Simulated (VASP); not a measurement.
Crystal: Ge.

```xyz
16
Lattice="0.0000 5.6578 5.6578 5.6578 0.0000 5.6578 5.6578 5.6578 0.0000" Properties=species:S:1:pos:R:3 pbc="T T T"
Ge    0.0000    0.0000    0.0000
Ge    2.8289    2.8289    0.0000
Ge    2.8289    0.0000    2.8289
Ge    5.6578    2.8289    2.8289
Ge    0.0000    2.8289    2.8289
Ge    2.8289    5.6578    2.8289
Ge    2.8289    2.8289    5.6578
Ge    5.6578    5.6578    5.6578
Ge    1.4145    1.4145    1.4145
Ge    4.2434    4.2434    1.4145
Ge    4.2434    1.4145    4.2434
Ge    7.0723    4.2434    4.2434
Ge    1.4145    4.2434    4.2434
Ge    4.2434    7.0723    4.2434
Ge    4.2434    4.2434    7.0723
Ge    7.0723    7.0723    7.0723
```

- Program: VASP 6.6.1
- Task: phonon dispersion
- Functional: LDA
- Potentials or basis: VASP PAW LDA potentials, release 64 (Ge_d)
- Cutoff: 520 eV
- k mesh: 3 × 3 × 3
- Occupations: gaussian, width 0.03 eV
- Spin: no spin polarisation
- Long-range dipole term: no
- Supercell matrix: [2, 0, 0, 0, 2, 0, 0, 0, 2]
- Further INCAR settings: LREAL = Auto; ALGO = Normal; EDIFF = 1e-07; IBRION = 6; POTIM = 0.015; NSW = 1

Is this structure dynamically stable at this level, and how far does the spectrum reach?

Probably: the only imaginary values, down to 10i cm⁻¹ near q = (0.07, 0.00, 0.07), are small enough to come from the interpolation. The highest frequency is 276 cm⁻¹.

Phonon frequencies at the corners of the path (cm⁻¹, interpolated; i marks imaginary ones):
```csv
point,frequencies
Γ,0 0 0 199 199 199
X,79 79 231 231 261 261
W,116 116 217 217 269 269
K,80 128 212 224 269 270
L,59 59 211 224 276 276
U,80 128 212 224 269 270
```

A q mesh this small can miss soft modes between its points.
